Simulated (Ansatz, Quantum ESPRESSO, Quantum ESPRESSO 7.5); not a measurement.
# 4 layers of Au in Rh(100), on the host's sites: ballistic transmission

Aim: the zero-bias transmission with pwcond for this junction: 4 layers of Au in Rh(100), on the host's sites.

Program: Quantum ESPRESSO 7.5. Level of theory: plane-wave DFT, PBE, JTH PAW pseudopotentials (cross-check by Ansatz 0.2.0 with PAW datasets). Results are calculated unless marked as measured.

## Step 1: Starting point

The cell holds 20 atoms: 16 Rh and 4 Au. Its edges and angles: a = 2.708 Å, b = 2.708 Å, c = 40.526 Å, α = 90.0°, β = 90.0°, γ = 90.0°. It derives from Rh. Regions: left lead, 8 atoms (8 Rh); channel, 4 atoms (4 Au); right lead, 8 atoms (8 Rh). The structure is stacked along c, and the current runs across the ab planes.

## Step 2: Ground state

One periodic cell holds a stretch of lead, the junction and more lead; the atoms stay as built.

Contents of scf.in:

```
&control
  prefix = 'scf'
  outdir = './out'
  pseudo_dir = './pseudo'
  calculation = 'scf'
  tprnfor = .true.
/
&system
  ibrav = 0
  nat = 20
  ntyp = 2
  ecutwfc = 45
  ecutrho = 360
  occupations = 'smearing'
  smearing = 'mv'
  degauss = 0.01
/
&electrons
  conv_thr = 1e-07
  mixing_beta = 0.25
  electron_maxstep = 120
  mixing_mode = 'local-TF'
/
ATOMIC_SPECIES
  Rh  102.9055  Rh.GGA_PBE-JTH.UPF
  Au  196.9666  Au.GGA_PBE-JTH.UPF
CELL_PARAMETERS angstrom
  2.70821897194448 0.00000000000000 0.00000000000000
  0.00000000000000 2.70821897194448 0.00000000000000
  0.00000000000000 0.00000000000000 40.52645542610557
ATOMIC_POSITIONS crystal
  Rh  0.000000000000 0.000000000000 0.000000000000
  Rh  0.500000000000 0.500000000000 0.047253083939
  Rh  0.000000000000 0.000000000000 0.094506167878
  Rh  0.500000000000 0.500000000000 0.141759251817
  Rh  0.000000000000 0.000000000000 0.189012335756
  Rh  0.500000000000 0.500000000000 0.236265419695
  Rh  0.000000000000 0.000000000000 0.283518503634
  Rh  0.500000000000 0.500000000000 0.330771587573
  Au  0.000000000000 0.000000000000 0.384891961665
  Au  0.500000000000 0.500000000000 0.445879625909
  Au  0.000000000000 0.000000000000 0.506867290152
  Au  0.500000000000 0.500000000000 0.567854954396
  Rh  0.000000000000 0.000000000000 0.621975328488
  Rh  0.500000000000 0.500000000000 0.669228412427
  Rh  0.000000000000 0.000000000000 0.716481496366
  Rh  0.500000000000 0.500000000000 0.763734580305
  Rh  0.000000000000 0.000000000000 0.810987664244
  Rh  0.500000000000 0.500000000000 0.858240748183
  Rh  0.000000000000 0.000000000000 0.905493832122
  Rh  0.500000000000 0.500000000000 0.952746916061
K_POINTS automatic
  9 9 1 0 0 0
```

Command:

```
$ OMP_NUM_THREADS=1 mpirun -n 4 pw.x -nk 4 -in scf.in > scf.out
```

Log:

```text
Program PWSCF v.7.5 starts
[citation notice left out]

     Parallel version (MPI & OpenMP), running on       4 processor cores
     Number of MPI processes:                 4
     Threads/MPI process:                     1

     MPI processes distributed on     1 nodes
[...]
Current dimensions of program PWSCF are:
     Max number of different atomic species (ntypx) = 10
     Max number of k-points (npk) =  40000
     Max angular momentum in pseudopotentials (lmaxx) =  4
     file Rh.GGA_PBE-JTH.UPF: wavefunction(s)  5S 4P 0P 4D 0D renormalized
     file Au.GGA_PBE-JTH.UPF: wavefunction(s)  6S 0S 6P 0P 5D 0D renormalized
     Message from routine setup:
     using ibrav=0 with symmetry is DISCOURAGED, use correct ibrav instead

     K-points division:     npool     =       4
     Subspace diagonalization in iterative solution of the eigenvalue problem:
     a serial algorithm will be used

     G-vector sticks info
     --------------------
     sticks:   dense  smooth     PW     G-vecs:    dense   smooth      PW
     Sum         749     373    121               231611    81747   14119

     Using Slab Decomposition

     bravais-lattice index     =            0
     lattice parameter (alat)  =       5.1178  a.u.
     unit-cell volume          =    2005.8700 (a.u.)^3
     number of atoms/cell      =           20
     number of atomic types    =            2
     number of electrons       =       316.00
     number of Kohn-Sham states=          190
     kinetic-energy cutoff     =      45.0000  Ry
     charge density cutoff     =     360.0000  Ry
     scf convergence threshold =      1.0E-07
     mixing beta               =       0.2500
     number of iterations used =            8  local-TF  mixing
     Exchange-correlation= SLA PW PBX PBC
                           (   1   4   3   4   0   0   0)

     celldm(1)=   5.117792  celldm(2)=   0.000000  celldm(3)=   0.000000
     celldm(4)=   0.000000  celldm(5)=   0.000000  celldm(6)=   0.000000

     crystal axes: (cart. coord. in units of alat)
               a(1) = (   1.000000   0.000000   0.000000 )
               a(2) = (   0.000000   1.000000   0.000000 )
               a(3) = (   0.000000   0.000000  14.964246 )

     reciprocal axes: (cart. coord. in units 2 pi/alat)
               b(1) = (  1.000000  0.000000  0.000000 )
               b(2) = (  0.000000  1.000000  0.000000 )
               b(3) = (  0.000000  0.000000  0.066826 )

     PseudoPot. # 1 for Rh read from file:
     ./pseudo/Rh.GGA_PBE-JTH.UPF
     Pseudo is Projector augmented-wave + core cor, Zval = 17.0
     Generated using ATOMPAW code
     Shape of augmentation charge: SINC**2
     Using radial grid of 1082 points,  6 beta functions with:
                l(1) =   0
                l(2) =   0
                l(3) =   1
                l(4) =   1
                l(5) =   2
                l(6) =   2
     Q(r) pseudized with 0 coefficients

     PseudoPot. # 2 for Au read from file:
     ./pseudo/Au.GGA_PBE-JTH.UPF
     Pseudo is Projector augmented-wave + core cor, Zval = 11.0
     Generated using ATOMPAW code
     Shape of augmentation charge: SINC**2
     Using radial grid of 1127 points,  6 beta functions with:
                l(1) =   0
                l(2) =   0
                l(3) =   1
                l(4) =   1
                l(5) =   2
                l(6) =   2
     Q(r) pseudized with 0 coefficients

     atomic species   valence    mass     pseudopotential
     Rh               17.00   102.90550     Rh( 1.00)
     Au               11.00   196.96660     Au( 1.00)

      8 Sym. Ops. (no inversion) found

   Cartesian axes

     site n.     atom                  positions (alat units)
         1        Rh     tau(   1) = (   0.0000000   0.0000000   0.0000000  )
         2        Rh     tau(   2) = (   0.5000000   0.5000000   0.7071068  )
         3        Rh     tau(   3) = (   0.0000000   0.0000000   1.4142136  )
         4        Rh     tau(   4) = (   0.5000000   0.5000000   2.1213203  )
         5        Rh     tau(   5) = (   0.0000000   0.0000000   2.8284271  )
         6        Rh     tau(   6) = (   0.5000000   0.5000000   3.5355339  )
         7        Rh     tau(   7) = (   0.0000000   0.0000000   4.2426407  )
         8        Rh     tau(   8) = (   0.5000000   0.5000000   4.9497475  )
         9        Au     tau(   9) = (   0.0000000   0.0000000   5.7596181  )
        10        Au     tau(  10) = (   0.5000000   0.5000000   6.6722525  )
        11        Au     tau(  11) = (   0.0000000   0.0000000   7.5848869  )
        12        Au     tau(  12) = (   0.5000000   0.5000000   8.4975213  )
        13        Rh     tau(  13) = (   0.0000000   0.0000000   9.3073919  )
        14        Rh     tau(  14) = (   0.5000000   0.5000000  10.0144987  )
        15        Rh     tau(  15) = (   0.0000000   0.0000000  10.7216055  )
        16        Rh     tau(  16) = (   0.5000000   0.5000000  11.4287123  )
        17        Rh     tau(  17) = (   0.0000000   0.0000000  12.1358191  )
        18        Rh     tau(  18) = (   0.5000000   0.5000000  12.8429258  )
        19        Rh     tau(  19) = (   0.0000000   0.0000000  13.5500326  )
        20        Rh     tau(  20) = (   0.5000000   0.5000000  14.2571394  )

     number of k points=    15  Marzari-Vanderbilt smearing, width (Ry)=  0.0100
                       cart. coord. in units 2pi/alat
        k(    1) = (   0.0000000   0.0000000   0.0000000), wk =   0.0246914
        k(    2) = (   0.0000000   0.1111111   0.0000000), wk =   0.0987654
        k(    3) = (   0.0000000   0.2222222   0.0000000), wk =   0.0987654
        k(    4) = (   0.0000000   0.3333333   0.0000000), wk =   0.0987654
        k(    5) = (   0.0000000   0.4444444   0.0000000), wk =   0.0987654
        k(    6) = (   0.1111111   0.1111111   0.0000000), wk =   0.0987654
        k(    7) = (   0.1111111   0.2222222   0.0000000), wk =   0.1975309
        k(    8) = (   0.1111111   0.3333333   0.0000000), wk =   0.1975309
        k(    9) = (   0.1111111   0.4444444   0.0000000), wk =   0.1975309
        k(   10) = (   0.2222222   0.2222222   0.0000000), wk =   0.0987654
[...]
k(   15) = (   0.4444444   0.4444444   0.0000000), wk =   0.0987654

     Dense  grid:   231611 G-vectors     FFT dimensions: (  32,  32, 480)

     Smooth grid:    81747 G-vectors     FFT dimensions: (  24,  24, 360)

     Estimated max dynamical RAM per process >     550.22 MB

     Estimated total dynamical RAM >       1.98 GB

     Initial potential from superposition of free atoms

[...]
-26.5804 -26.5787 -26.5709 -26.5658 -26.5496 -26.5415 -26.5197 -26.5087
   -26.4809 -26.4699 -26.4343 -26.4263 -26.3877 -26.3732 -26.3424 -26.3240
   -26.3037 -26.2630 -26.2187 -26.1781 -26.1411 -26.1375 -26.1374 -26.1270
   -26.1200 -26.1139 -26.1100 -26.0972 -26.0965 -26.0914 -26.0829 -26.0707
   -26.0694 -26.0673 -26.0555 -26.0496 -26.0491 -26.0408 -26.0282 -26.0184
   -26.0109 -26.0060 -25.9574 -25.9574 -25.8211 -25.8210 -25.7100 -25.7099
    13.4647  13.5505  13.8097  14.1142  14.5813  14.5863  14.6267  14.6401
    14.6748  14.7204  14.7650  14.7879  14.8653  14.8661  14.9952  15.1348
    15.1863  15.1941  15.3147  15.3773  15.4445  15.4634  15.4695  15.8851
    16.0557  16.2170  16.3526  16.3667  16.3945  16.4855  16.5885  16.6018
    16.6460  16.8208  16.8907  17.0209  17.0635  17.1041  17.1073  17.1517
    17.1884  17.1941  17.2769  17.3088  17.3144  17.4353  17.4943  17.4969
    17.5678  17.5724  17.5728  17.5728  17.5740  17.6305  17.6433  17.6686
    17.6856  17.6865  17.7096  17.7125  17.7731  17.7867  17.8009  17.8281
    17.9167  17.9483  17.9657  17.9659  18.0263  18.0816  18.1251  18.1531
    18.1565  18.1998  18.3079  18.3300  18.3957  18.4251  18.5450  18.6413
    18.6476  18.6523  18.7171  18.9055  18.9674  19.0694  19.1142  19.2419
    19.4716  19.7095  19.7786  19.9558  20.1512  20.1890  20.2071  20.3204
    20.3718  20.3978  20.4383  20.5376  20.5411  20.5928  20.6035  20.7116
    20.7189  20.7562  20.7631  20.8505  20.8755  20.9407  20.9478  21.8702
    22.0594  23.2735  23.6052  24.6431  25.1656  25.4076  25.9156  26.5116
    26.5385  26.8669  27.4677  27.5191  28.5986  28.6880

          k = 0.0000 0.4444 0.0000 ( 10207 PWs)   bands (ev):

   -58.4248 -58.4248 -58.3868 -58.3865 -58.3838 -58.3815 -58.3796 -58.3777
   -58.3739 -58.3702 -58.3682 -58.3665 -58.3645 -58.3625 -57.9915 -57.9915
   -26.6377 -26.6357 -26.6283 -26.6222 -26.6080 -26.5973 -26.5791 -26.5644
   -26.5433 -26.5258 -26.5037 -26.4853 -26.4675 -26.4369 -26.3351 -26.3264
   -26.2820 -26.2429 -26.2032 -26.1953 -26.1617 -26.1603 -26.1244 -26.1229
   -26.1121 -26.1121 -26.0933 -26.0930 -26.0817 -26.0798 -26.0765 -26.0716
   -26.0710 -26.0707 -26.0665 -26.0624 -26.0574 -26.0514 -26.0468 -26.0437
   -26.0411 -26.0393 -26.0082 -26.0082 -25.8221 -25.8221 -25.7054 -25.7053
    13.7634  13.8137  13.9977  14.1262  14.4716  14.4761  14.5390  14.5637
    14.6336  14.7184  14.7253  14.8179  14.9164  15.0096  15.0516  15.0862
    15.1557  15.2479  15.4116  15.5286  15.6628  15.8364  15.9051  16.0940
    16.1825  16.3086  16.6829  16.7056  16.7308  16.8082  16.8104  16.8443
    16.8572  16.8707  16.9527  16.9880  17.0219  17.0701  17.1512  17.1732
    17.1905  17.2026  17.2140  17.2497  17.2878  17.2920  17.3163  17.3348
    17.3623  17.3624  17.3642  17.4289  17.4312  17.4378  17.5269  17.5618
    17.6395  17.6725  17.6895  17.7383  17.7452  17.8280  17.9010  17.9256
    17.9343  17.9800  18.1025  18.1695  18.1813  18.2471  18.3901  18.5220
    18.5273  18.5275  18.7439  18.7554  18.7655  18.7681  19.1496  19.2063
    19.3216  19.4122  19.6797  19.7341  19.7571  19.8034  19.8259  19.8729
    19.9553  19.9615  20.2088  20.2271  20.2788  20.4458  20.4631  20.6451
    20.6481  20.6565  20.7946  20.7993  20.8878  20.8886  20.8890  20.9971
    21.0522  21.3773  21.6628  21.9001  22.0483  22.0666  22.1232  22.2118
    22.2924  22.7561  23.1880  23.4631  23.8625  24.1185  24.2985  24.4217
    24.4823  24.5727  25.7165  26.5838  28.2913  28.7175

          k = 0.1111 0.1111 0.0000 ( 10289 PWs)   bands (ev):

   -58.4699 -58.4699 -58.4572 -58.4514 -58.4418 -58.4296 -58.4160 -58.4034
   -58.3901 -58.3758 -58.3637 -58.3543 -58.3468 -58.3410 -58.0149 -58.0149
   -26.5700 -26.5631 -26.5442 -26.5190 -26.4866 -26.4474 -26.4020 -26.3548
   -26.3068 -26.2605 -26.2601 -26.2560 -26.2459 -26.2305 -26.2246 -26.2154
   -26.2103 -26.1985 -26.1983 -26.1851 -26.1697 -26.1672 -26.1564 -26.1349
   -26.1325 -26.1278 -26.0990 -26.0969 -26.0961 -26.0701 -26.0633 -26.0623
   -26.0443 -26.0394 -26.0267 -26.0235 -26.0086 -26.0077 -26.0019 -25.9976
   -25.9904 -25.9900 -25.8267 -25.8266 -25.7624 -25.7624 -25.7615 -25.7615
    12.0300  12.5544  13.2114  13.3262  13.3712  13.6422  13.8204  13.9309
    14.2127  14.2687  14.3673  14.5288  14.6116  14.6961  14.7582  14.8113
    14.8891  14.8919  15.0501  15.0517  15.0716  15.1041  15.1927  15.2283
    15.2412  15.3149  15.3955  15.4000  15.4653  15.6418  15.8369  15.9391
    15.9929  16.0442  16.2524  16.4527  16.4565  16.6043  16.6941  16.7795
    16.8543  16.8853  16.9113  16.9630  16.9763  17.0417  17.3002  17.3462
    17.5264  17.5678  17.6143  17.6638  17.7112  17.7119  17.7121  17.7192
    17.7356  17.7380  17.7752  17.7815  17.7989  17.8039  17.8485  17.9173
    17.9755  18.0671  18.1051  18.1550  18.2206  18.2343  18.3446  18.3504
    18.5852  18.6508  18.6834  18.8081  18.8271  18.9083  18.9122  18.9345
    18.9913  18.9998  19.0368  19.0721  19.1441  19.1670  19.2525  19.3222
    19.4774  19.5274  19.5504  19.5610  19.6183  19.6393  19.7491  19.9553
    19.9688  19.9790  20.0391  20.1942  20.2784  20.3000  20.3114  20.3295
    20.3364  20.4809  20.5369  20.6483  20.9225  21.0652  21.1305  21.1318
    21.2671  21.8784  22.0501  22.9941  23.3004  24.3698  24.7188  25.6526
    25.7405  28.6489  31.6090  32.2971  32.3993  32.5579

[...]
the Fermi energy is    20.3433 ev

!    total energy              =  -10623.23881402 Ry
     total all-electron energy =    -10623.238814 Ry
     estimated scf accuracy    <       0.00000008 Ry
     smearing contrib. (-TS)   =      -0.00126208 Ry
     internal energy E=F+TS    =  -10623.23755194 Ry

     The total energy is F=E-TS. E is the sum of the following terms:
     one-electron contribution =   -7461.30781696 Ry
     hartree contribution      =    3993.00000715 Ry
     xc contribution           =    -400.29806274 Ry
     ewald contribution        =     157.77247787 Ry
     one-center paw contrib.   =   -6912.40415726 Ry

     convergence has been achieved in  19 iterations

     Forces acting on atoms (cartesian axes, Ry/au):

     atom    1 type  1   force =     0.00000000    0.00000000    0.00055316
     atom    2 type  1   force =     0.00000000    0.00000000   -0.00055754
     atom    3 type  1   force =     0.00000000    0.00000000    0.00081755
     atom    4 type  1   force =     0.00000000    0.00000000    0.00038937
     atom    5 type  1   force =     0.00000000    0.00000000   -0.00297978
     atom    6 type  1   force =     0.00000000    0.00000000    0.00277423
     atom    7 type  1   force =     0.00000000    0.00000000    0.01682894
     atom    8 type  1   force =     0.00000000    0.00000000   -0.01257476
     atom    9 type  2   force =     0.00000000    0.00000000    0.00586898
     atom   10 type  2   force =     0.00000000    0.00000000    0.00062333
     atom   11 type  2   force =     0.00000000    0.00000000   -0.00017253
     atom   12 type  2   force =     0.00000000    0.00000000   -0.00542160
     atom   13 type  1   force =     0.00000000    0.00000000    0.01259321
     atom   14 type  1   force =     0.00000000    0.00000000   -0.01689981
     atom   15 type  1   force =     0.00000000    0.00000000   -0.00296130
     atom   16 type  1   force =     0.00000000    0.00000000    0.00285956
     atom   17 type  1   force =     0.00000000    0.00000000   -0.00037383
     atom   18 type  1   force =     0.00000000    0.00000000   -0.00090758
     atom   19 type  1   force =     0.00000000    0.00000000    0.00037443
     atom   20 type  1   force =     0.00000000    0.00000000   -0.00083403

     Total force =     0.031409     Total SCF correction =     0.001465

[...]
=------------------------------------------------------------------------------=
   JOB DONE.
=------------------------------------------------------------------------------=
```

It took 8.8 min on 4 MPI ranks of Arm Neoverse V2, shared host; peak memory 2.1 GiB; 35 min of CPU time.

This step gave:

```
free energy  : -144536.5273 eV
Fermi energy : 20.34 eV
```

The program's own clock; routines nest. Time by routine:

```
     routine  wall time (s)  calls
       PWSCF          529.9      1
   electrons          508.6      1
     c_bands          439.2     19
     cegterg          406.5     76
       h_psi          189.3    523
        fftw          113.8  85942
    vloc_psi          103.4    523
      calbec          61.96    615
    sum_band          46.38     19
  add_vuspsi          42.32    523
       s_psi          42.21    523
h_psi:calbec          41.88    523
     cdiaghg          21.55    519
    init_run          16.19      1
```

The run needed 19 iterations to bring the estimated error under 1e-07 Ry; the largest force on any atom, held or free, is 0.43 eV/Å.

(Continued in part 2 of 4.)

[Logs are printed without paths, hosts, clocks, repeated set-up lines and the standing remarks that a program may print on its own settings, such as how far it seeks lower states.]

[Hosts, paths, dates, database ids (printed as entryN), source tags and the programs' standing remarks are cut or masked in the printed files.]

[Maps of the electrostatic potential energy from Ansatz leave out the sawtooth potential of an applied field or a dipole correction, so their vacuum need not be flat; planar profiles and work functions include it.]
